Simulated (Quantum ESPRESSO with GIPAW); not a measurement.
# Al2O3: NMR parameters from first principles

Aim: the magnetic shielding of every site in Al2O3.

Calculated with Quantum ESPRESSO with GIPAW 8.0dev (patched build); DFT, PBEsol, plane-wave PAW (pslibrary 1.0.0 recipes), scalar-relativistic, GIPAW; a patched development version of the program.

## 1. The starting structure

Symmetry: P-31c, No. 163, trigonal system. Conventional cell: a = 4.793 Å, b = 4.793 Å, c = 8.967 Å, α = 90.00°, β = 90.00°, γ = 120.00°. Nearest to Al lie 6 O at 1.83 to 1.99 Å. Nearest to Al lie 6 O at 1.92 Å. Nearest to O lie 4 Al at 1.83 to 1.99 Å. Farther neighbours and most contacts between anions are not listed.

The cell is a computed entry of the Materials Project; it need not be the form that is stable at ambient conditions.

This structure had its atoms relaxed beforehand (DFT, PBEsol, plane-wave PAW (pslibrary 1.0.0 recipes), Quantum ESPRESSO with GIPAW), starting from the database entry, since shieldings follow bond lengths closely.

## 2. Self-consistent run

The shielding is a linear response of the occupied states, which this run provides. It is converged far beyond what an energy needs, since the response uses the wavefunctions themselves. No empty states are asked for: the response is solved without them. The mesh has a spacing of 0.38 Å⁻¹ at most. The PAW files were made with ld1.x from the pslibrary 1.0.0 recipes, with GIPAW reconstruction switched on.

The input, scf.in:

```
&control
  calculation = 'scf'
  prefix = 'x'
  outdir = './tmp/'
  pseudo_dir = './'
/
&system
  ibrav = 0
  nat = 20
  ntyp = 2
  ecutwfc = 55
  ecutrho = 330
  nbnd = 48
/
&electrons
  conv_thr = 1.0d-10
  mixing_beta = 0.7
  electron_maxstep = 100
/
ATOMIC_SPECIES
  Al 26.982 Al.pbesol-n-kjpaw_psl.1.0.0-gipaw.UPF
  O 15.999 O.pbesol-n-kjpaw_psl.1.0.0-gipaw.UPF
CELL_PARAMETERS angstrom
  4.79305126 0.00000000 0.00000000
  -2.39652563 4.15090415 0.00000000
  0.00000000 0.00000000 8.96664666
ATOMIC_POSITIONS crystal
  Al 0.66666667 0.33333333 0.46252089
  Al 0.66666667 0.33333333 0.75000000
  Al 0.66666667 0.33333333 0.03747911
  Al 0.33333333 0.66666667 0.53747911
  Al -0.00000000 -0.00000000 0.50000000
  Al 0.00000000 0.00000000 0.00000000
  Al 0.33333333 0.66666667 0.25000000
  Al 0.33333333 0.66666667 0.96252089
  O 0.67751836 0.03195610 0.61268330
  O 0.64556225 0.96804390 0.11268330
  O 0.67751836 0.64556225 0.88731670
  O 0.64556225 0.67751836 0.38731670
  O 0.35443775 0.03195610 0.88731670
  O 0.32248164 0.96804390 0.38731670
  O 0.35443775 0.32248164 0.61268330
  O 0.32248164 0.35443775 0.11268330
  O 0.96804390 0.32248164 0.88731670
  O 0.03195610 0.35443775 0.38731670
  O 0.96804390 0.64556225 0.61268330
  O 0.03195610 0.67751836 0.11268330
K_POINTS automatic
  4 4 2 1 1 1
```

Run with:

```bash
> mpirun -np 8 pw.x -nk 8 -in scf.in > scf.out
```

Log:

```text
using ibrav=0 with symmetry is DISCOURAGED, use correct ibrav instead

     bravais-lattice index     =            0
     lattice parameter (alat)  =       9.0576  a.u.
     unit-cell volume          =    1203.8751 (a.u.)^3
     number of atoms/cell      =           20
     number of atomic types    =            2
     number of electrons       =        96.00
     number of Kohn-Sham states=           48
     kinetic-energy cutoff     =      55.0000  Ry
     charge density cutoff     =     330.0000  Ry
     scf convergence threshold =      1.0E-10
     mixing beta               =       0.7000
     number of iterations used =            8  plain     mixing
     Exchange-correlation= SLA-PW-PSX-PSC
                           (   1   4  10   8   0   0   0)
[...]
Al                3.00    26.98200     Al( 1.00)
     O                 6.00    15.99900     O ( 1.00)

     12 Sym. Ops., with inversion, found ( 6 have fractional translation)
[...]
number of k points=    10
[...]
Dense  grid:   121831 G-vectors     FFT dimensions: (  54,  54, 100)

     Smooth grid:    66357 G-vectors     FFT dimensions: (  45,  45,  90)

     Check: negative core charge=   -0.000002

     Initial potential from superposition of free atoms

     starting charge      95.9825, renormalised to      96.0000
     Starting wfcs are   80 randomized atomic wfcs

     Self-consistent Calculation

     iteration #  1     ecut=    55.00 Ry     beta= 0.70
     Davidson diagonalization with overlap
     ethr =  1.00E-02,  avg # of iterations =  1.0

     total energy              =    -801.54233452 Ry
     estimated scf accuracy    <       4.72424795 Ry

     iteration #  2     ecut=    55.00 Ry     beta= 0.70
     Davidson diagonalization with overlap
     ethr =  4.92E-03,  avg # of iterations =  4.2

     total energy              =    -804.52750709 Ry
     estimated scf accuracy    <       1.35740863 Ry

     iteration #  3     ecut=    55.00 Ry     beta= 0.70
     Davidson diagonalization with overlap
     ethr =  1.41E-03,  avg # of iterations =  2.6

     total energy              =    -804.46219002 Ry
     estimated scf accuracy    <       0.47096046 Ry

[...]
c_bands: 6 eigenvalues not converged on the other pools
[...]
c_bands: 11 eigenvalues not converged on the other pools
[...]
total energy              =    -804.74836534 Ry
[...]
iteration # 32     ecut=    55.00 Ry     beta= 0.70
     Davidson diagonalization with overlap
     ethr =  4.06E-12,  avg # of iterations =  6.5

     total energy              =    -804.74836534 Ry
     estimated scf accuracy    <          2.0E-09 Ry

     iteration # 33     ecut=    55.00 Ry     beta= 0.70
     Davidson diagonalization with overlap
     ethr =  2.05E-12,  avg # of iterations =  4.4

     End of self-consistent calculation
     [one-electron energies left out]

!    total energy              =    -804.74836534 Ry
     total all-electron energy =     -5680.517761 Ry
     estimated scf accuracy    <          4.5E-11 Ry

     The total energy is the sum of the following terms:
     one-electron contribution =     -92.38392273 Ry
     hartree contribution      =     116.70921939 Ry
     xc contribution           =    -111.99789613 Ry
     ewald contribution        =    -337.49217058 Ry
     one-center paw contrib.   =    -379.58359529 Ry

     convergence has been achieved in  33 iterations
[...]
JOB DONE.
```

The job ended after 6.5 min (8 MPI ranks of Arm Neoverse N1, shared host; peak memory 1.8 GiB; 52 min of CPU time).

It converged in 33 cycles to an estimated accuracy of 4e-11 Ry, on 10 irreducible k-points.

## 3. GIPAW: job nmr

A uniform field breaks periodicity, so gipaw.x applies it as a wave of small q and takes the limit. It solves for the first-order states, builds the induced current and gets the field at each nucleus by Biot–Savart; the PAW spheres add what the smooth waves miss near the nuclei. pawproj makes the reconstruction use the PAW data sets' own projectors.

The input, nmr.in:

```
&inputgipaw
  job = 'nmr'
  prefix = 'x'
  tmp_dir = './tmp/'
  restart_mode = 'from_scratch'
  verbosity = 'low'
  q_gipaw = 0.01
  spline_ps = .true.
  conv_threshold = 1.0d-11
  use_nmr_macroscopic_shape = .false.
  pawproj(1) = .true.
  pawproj(2) = .true.
/
```

Run with:

```bash
> mpirun -np 8 gipaw.x -in nmr.in > nmr.out
```

Log:

```text
[banner, memory and clock lines left out]
[a note of our patched build left out]

     Parallelizing q-star over 1 images

     IMPORTANT: XC functional enforced from input :
     Exchange-correlation= PBESOL
                           (   1   4  10   8   0   0   0)
     Any further DFT definition will be discarded
     Please, verify this is what you really want

     Check: negative core charge=   -0.000002
[...]
WARNING: some symmetry operations do not permute x, y and z, so the susceptibility and the shape term are
     wrong: all shieldings move alike (in wurtzite BN nosym gave 13 and 6 ppm more at 3 and 6 points an axis).
     Run pw.x with nosym, and raise the mesh until the susceptibility stays

     alpha_pv=     38.1526 eV

     spline_ps is .false., expect some extrapolation errors

     q-space interpolation up to    66.00 Rydberg

     GIPAW job: nmr
     NMR macroscopic correction: no
[...]
Computing the magnetic susceptibility     isolve=0    ethr=  0.1000E-10
     Starting from scratch
     k-point #    1 of    10      pool #  1    cpu time:       2.0
[...]
End of magnetic susceptibility calculation

     f-sum rule (1st term):
           -90.1754          0.0000          0.0000
             0.0000        -90.1754          0.0000
             0.0000          0.0000        -90.1505

     f-sum rule (2nd term):
            -1.9816         -0.0000          0.0000
             0.0000         -1.9816          0.0000
             0.0000          0.0000         -2.0036

     f-sum rule (should be   -92.1550):
           -92.1570          0.0000          0.0000
             0.0000        -92.1570          0.0000
             0.0000          0.0000        -92.1541

[... susceptibilities left out ...]
     Contributions to the NMR chemical shifts: -------------------------------

     Macroscopic shape contribution in ppm:                    0.00
             0.0000          0.0000          0.0000
             0.0000          0.0000          0.0000
             0.0000          0.0000          0.0000

     Core contribution in ppm:

     Atom  1  Al  pos: (  0.500000  0.288675  0.865265)  core sigma:         765.91
     Atom  2  Al  pos: (  0.500000  0.288675  1.403070)  core sigma:         765.91
     Atom  3  Al  pos: (  0.500000  0.288675  0.070114)  core sigma:         765.91
     Atom  4  Al  pos: ( -0.000000  0.577350  1.005494)  core sigma:         765.91
     Atom  5  Al  pos: (  0.000000  0.000000  0.935380)  core sigma:         765.91
     Atom  6  Al  pos: (  0.000000  0.000000  0.000000)  core sigma:         765.91
     Atom  7  Al  pos: ( -0.000000  0.577350  0.467690)  core sigma:         765.91
     Atom  8  Al  pos: ( -0.000000  0.577350  1.800645)  core sigma:         765.91
     Atom  9  O   pos: (  0.661540  0.027675  1.146183)  core sigma:         270.50
     Atom 10  O   pos: (  0.161540  0.838351  0.210803)  core sigma:         270.50
     Atom 11  O   pos: (  0.354737  0.559073  1.659956)  core sigma:         270.50
     Atom 12  O   pos: (  0.306803  0.586748  0.724576)  core sigma:         270.50
     Atom 13  O   pos: (  0.338460  0.027675  1.659956)  core sigma:         270.50
     Atom 14  O   pos: ( -0.161540  0.838351  0.724576)  core sigma:         270.50
     Atom 15  O   pos: (  0.193197  0.279277  1.146183)  core sigma:         270.50
     Atom 16  O   pos: (  0.145263  0.306952  0.210803)  core sigma:         270.50
     Atom 17  O   pos: (  0.806803  0.279277  1.659956)  core sigma:         270.50
     Atom 18  O   pos: ( -0.145263  0.306952  0.724576)  core sigma:         270.50
     Atom 19  O   pos: (  0.645263  0.559073  1.146183)  core sigma:         270.50
     Atom 20  O   pos: ( -0.306803  0.586748  0.210803)  core sigma:         270.50

     Bare contribution in ppm:

     Atom  1  Al  pos: (  0.500000  0.288675  0.865265)  bare sigma:         -20.37
[...]
Atom  2  Al  pos: (  0.500000  0.288675  1.403070)  bare sigma:         -19.69
[...]
Atom  3  Al  pos: (  0.500000  0.288675  0.070114)  bare sigma:         -20.37
[...]
Atom  4  Al  pos: ( -0.000000  0.577350  1.005494)  bare sigma:         -20.37
[...]
Atom  5  Al  pos: (  0.000000  0.000000  0.935380)  bare sigma:         -20.12
[...]
Atom  6  Al  pos: (  0.000000  0.000000  0.000000)  bare sigma:         -20.12
[...]
Atom  7  Al  pos: ( -0.000000  0.577350  0.467690)  bare sigma:         -19.69
[...]
Atom  8  Al  pos: ( -0.000000  0.577350  1.800645)  bare sigma:         -20.37
[...]
Atom  9  O   pos: (  0.661540  0.027675  1.146183)  bare sigma:          43.07
[...]
Atom 10  O   pos: (  0.161540  0.838351  0.210803)  bare sigma:          43.07
[...]
Atom 11  O   pos: (  0.354737  0.559073  1.659956)  bare sigma:          43.07
[...]
Atom 12  O   pos: (  0.306803  0.586748  0.724576)  bare sigma:          43.07
[...]
Atom 13  O   pos: (  0.338460  0.027675  1.659956)  bare sigma:          43.07
[...]
Atom 14  O   pos: ( -0.161540  0.838351  0.724576)  bare sigma:          43.07
[...]
Atom 13  O   pos: (  0.338460  0.027675  1.659956)  para_oo sigma:          -0.75
[...]
Atom 14  O   pos: ( -0.161540  0.838351  0.724576)  para_oo sigma:          -0.75
[...]
Atom 15  O   pos: (  0.193197  0.279277  1.146183)  para_oo sigma:          -0.75
[...]
Atom 16  O   pos: (  0.145263  0.306952  0.210803)  para_oo sigma:          -0.75
[...]
Atom 17  O   pos: (  0.806803  0.279277  1.659956)  para_oo sigma:          -0.75
[...]
Atom 18  O   pos: ( -0.145263  0.306952  0.724576)  para_oo sigma:          -0.75
[...]
Atom 19  O   pos: (  0.645263  0.559073  1.146183)  para_oo sigma:          -0.75
[...]
Atom 20  O   pos: ( -0.306803  0.586748  0.210803)  para_oo sigma:          -0.75
[...]
Paramagnetic US L_R Q_R contribution in ppm:

     Atom  1  Al  pos: (  0.500000  0.288675  0.865265)  para_lq sigma:           0.19
[...]
Atom  2  Al  pos: (  0.500000  0.288675  1.403070)  para_lq sigma:           0.00
[...]
Atom  3  Al  pos: (  0.500000  0.288675  0.070114)  para_lq sigma:           0.19
[...]
Atom  4  Al  pos: ( -0.000000  0.577350  1.005494)  para_lq sigma:           0.19
[...]
Atom  5  Al  pos: (  0.000000  0.000000  0.935380)  para_lq sigma:          -0.01
[...]
Atom  6  Al  pos: (  0.000000  0.000000  0.000000)  para_lq sigma:          -0.01
[...]
Atom  7  Al  pos: ( -0.000000  0.577350  0.467690)  para_lq sigma:           0.00
[...]
Atom  8  Al  pos: ( -0.000000  0.577350  1.800645)  para_lq sigma:           0.19
[...]
Atom  9  O   pos: (  0.661540  0.027675  1.146183)  para_lq sigma:        -204.15
[...]
Atom 10  O   pos: (  0.161540  0.838351  0.210803)  para_lq sigma:        -204.15
[...]
Atom 11  O   pos: (  0.354737  0.559073  1.659956)  para_lq sigma:        -204.15
[...]
Atom 12  O   pos: (  0.306803  0.586748  0.724576)  para_lq sigma:        -204.15
[...]
Atom 13  O   pos: (  0.338460  0.027675  1.659956)  para_lq sigma:        -204.15
[...]
Atom 14  O   pos: ( -0.161540  0.838351  0.724576)  para_lq sigma:        -204.15
[...]
Atom 15  O   pos: (  0.193197  0.279277  1.146183)  para_lq sigma:        -204.15
[...]
Atom 16  O   pos: (  0.145263  0.306952  0.210803)  para_lq sigma:        -204.15
[...]
Atom 17  O   pos: (  0.806803  0.279277  1.659956)  para_lq sigma:        -204.15
[...]
Atom 18  O   pos: ( -0.145263  0.306952  0.724576)  para_lq sigma:        -204.15
[...]
Atom 19  O   pos: (  0.645263  0.559073  1.146183)  para_lq sigma:        -204.15
[...]
Atom 20  O   pos: ( -0.306803  0.586748  0.210803)  para_lq sigma:        -204.15
[...]
Total NMR chemical shifts in ppm: ---------------------------------------
     (adopting the Simpson convention for anisotropy and asymmetry)-----------

     Atom  1  Al  pos: (  0.500000  0.288675  0.865265)  Total sigma:         522.30
           531.1029         -1.0655         -0.0000
             1.0655        531.1029          0.0000
            -0.0000          0.0000        504.6941

     Al      1    anisotropy:    -26.41    eta:    0.0000
[...]
Atom  2  Al  pos: (  0.500000  0.288675  1.403070)  Total sigma:         540.11
           535.8744         -0.0000         -0.0000
            -0.0000        535.8744         -0.0000
            -0.0000         -0.0000        548.5861

     Al      2    anisotropy:     12.71    eta:    0.0000
[...]
Atom  3  Al  pos: (  0.500000  0.288675  0.070114)  Total sigma:         522.30
[... its tensor is left out ...]
     Atom  4  Al  pos: ( -0.000000  0.577350  1.005494)  Total sigma:         522.30
[... its tensor is left out ...]
     Atom  5  Al  pos: (  0.000000  0.000000  0.935380)  Total sigma:         535.23
           537.7675          2.1138          0.0000
            -2.1138        537.7675         -0.0000
             0.0000         -0.0000        530.1521

     Al      5    anisotropy:     -7.62    eta:    0.0000
[...]
Atom  6  Al  pos: (  0.000000  0.000000  0.000000)  Total sigma:         535.23
[... its tensor is left out ...]
     Atom  7  Al  pos: ( -0.000000  0.577350  0.467690)  Total sigma:         540.11
[... its tensor is left out ...]
     Atom  8  Al  pos: ( -0.000000  0.577350  1.800645)  Total sigma:         522.30
[... its tensor is left out ...]
     Atom  9  O   pos: (  0.661540  0.027675  1.146183)  Total sigma:         159.68
           153.5709         -0.1294          1.7730
            -1.1435        166.7836          0.4751
             1.3752         -5.4380        158.6810

     O       9    anisotropy:     11.82    eta:    0.6628
[...]
Atom 10  O   pos: (  0.161540  0.838351  0.210803)  Total sigma:         159.68
[... its tensor is left out ...]
     Atom 11  O   pos: (  0.354737  0.559073  1.659956)  Total sigma:         159.68
[... its tensor is left out ...]
     Atom 12  O   pos: (  0.306803  0.586748  0.724576)  Total sigma:         159.68
[... its tensor is left out ...]
     Atom 13  O   pos: (  0.338460  0.027675  1.659956)  Total sigma:         159.68
[... its tensor is left out ...]
     Atom 14  O   pos: ( -0.161540  0.838351  0.724576)  Total sigma:         159.68
[... its tensor is left out ...]
     Atom 15  O   pos: (  0.193197  0.279277  1.146183)  Total sigma:         159.68
[... its tensor is left out ...]
     Atom 16  O   pos: (  0.145263  0.306952  0.210803)  Total sigma:         159.68
[... its tensor is left out ...]
     Atom 17  O   pos: (  0.806803  0.279277  1.659956)  Total sigma:         159.68
[... its tensor is left out ...]
     Atom 18  O   pos: ( -0.145263  0.306952  0.724576)  Total sigma:         159.68
[... its tensor is left out ...]
     Atom 19  O   pos: (  0.645263  0.559073  1.146183)  Total sigma:         159.68
[... its tensor is left out ...]
     Atom 20  O   pos: ( -0.306803  0.586748  0.210803)  Total sigma:         159.68
[... its tensor is left out ...]
```

It took 18 min on 8 MPI ranks; peak memory 1.2 GiB.

The f-sum rule is met to 0.0020 of 92.2 (0.002 %). Converged shieldings require that this miss be small, but a small miss does not prove them. gipaw.x warns that with these symmetry operations the susceptibility and the shape term are unreliable; the other terms are not touched.

From the symmetric part of each tensor, with principal values σ11 ≤ σ22 ≤ σ33: σ_iso is their mean, the span is σ33 − σ11 and the skew 3(σ_iso − σ22)/span. (gipaw.x prints an anisotropy in another convention.)

```tsv
site	atom no.	atoms in cell	σ_iso (ppm)	span (ppm)	skew
Al(1)	1	4	522.3	26.4	-1.00
Al(2)	2	2	540.1	12.7	1.00
Al(3)	5	2	535.2	7.6	-1.00
O	9	12	159.7	14.4	0.28
```

The macroscopic shape term is switched off. For a spherical sample the valence susceptibility of this run would add about 10 ppm to every site, a rough estimate, since the susceptibility converges slowly and lacks part of the PAW terms, above all in hexagonal and trigonal cells. Differences within the crystal don't depend on it, but shieldings of different compounds can't be compared to better than a few ppm without it.

An axis of order three or more runs through Al(1), Al(2) and Al(3), so two principal values coincide and the skew is ±1. In this run the largest span is that of Al(1) (site symmetry 3), with principal values 504.7, 531.1 and 531.1 ppm.

How the isotropic values are made up (ppm). The core part is that of the free atom's core; bare is the current of the smooth valence states; the last two are what the PAW spheres add to the diamagnetic and the paramagnetic current:

```tsv
site	core	bare	reconstruction, dia	reconstruction, para
Al(1)	765.9	-20.4	2.3	-225.6
Al(2)	765.9	-19.7	2.1	-208.2
Al(3)	765.9	-20.1	2.2	-212.7
O	270.5	43.1	18.1	-172.0
```

27Al and 17O also have a quadrupolar coupling here. It is not given: on PAW files the efg job of this gipaw.x leaves out the augmentation charge of neighbouring atoms and can miss by tens of per cent.

## 4. Sites, surroundings and shifts

Covalently bonded atoms count as neighbours within 1.18 times the sum of their radii. Otherwise a cation's neighbours lie within 1.2 times its shortest bond (1.3 for large cations, each anion's radius taken off where they differ), and an anion's are the cations that count it.

```tsv
site	atom no.	atoms in cell	surroundings	bonds (Å)	σ_iso (ppm)
Al(1)	1	4	AlO6	1.83 to 1.99	522.3
Al(2)	2	2	AlO6	1.918	540.1
Al(3)	5	2	AlO6	1.916	535.2
O	9	12	bound to Al4	1.83 to 1.99	159.7
```

The 3 Al sites spread over 17.8 ppm in shielding, from Al(1) (least shielded) to Al(2).

## 5. Cost against result

Each row names what was changed: another functional shows how far the paramagnetic term hangs on the exchange-correlation form.

Changes of σ_iso (ppm) against the run above (PBEsol, cutoffs 55 and 330 Ry, mesh 4×4×2, 3.3 h). Times are CPU times of pw.x and gipaw.x together, on 8 MPI ranks of Arm Neoverse N1, shared host; on a shared host they are rough.

```tsv
run	CPU time	f-sum miss	Al(1)	Al(2)	Al(3)	O
PBE	3.1 h	0.0026	+3.0	+3.1	+2.9	+7.2
```

## 6. Results

| Quantity | Value |
| --- | --- |
| 27Al shielding without shape term | 522.3, 535.2, 540.1 ppm |
| 17O shielding without shape term | 159.7 ppm |

What this shows: 27Al has 3 sites, in the ratio 2:1:1: Al(1) (AlO6) at a shielding of 522.3, Al(3) (AlO6) at a shielding of 535.2 and Al(2) (AlO6) at a shielding of 540.1 ppm, shape term left out. A shift needs a reference, δ = σ_ref − σ, fixed on measured compounds; for 27Al of this kind at this level too few were at hand, or they scattered too widely about a line, so none is given. A finer mesh and a higher cutoff were not carried through on these files. The largest change with the functional is 7.2 ppm in absolute shielding; part of that drops out once each functional has its own reference line. This build of gipaw.x prints that it is not audited and that its numbers are no references by themselves. It also reports spline_ps as false although the input sets it; why was not traced. pw.x warned of eigenvalues not converged in some cycles of 1 ground-state run, which then met the threshold.

[Banner, clock, file and message-heading lines were taken out of the pw.x and gipaw.x logs.]

[Logs are printed without paths, hosts, clocks, repeated set-up lines and the standing remarks that a program may print on its own settings, such as how far it seeks lower states.]

[Hosts, paths, dates, database ids (printed as entryN), source tags and the programs' standing remarks are cut or masked in the printed files.]

[Where no reference line passes its bar on scatter, no shift is given, so a measured shift of this compound may stand uncompared.]
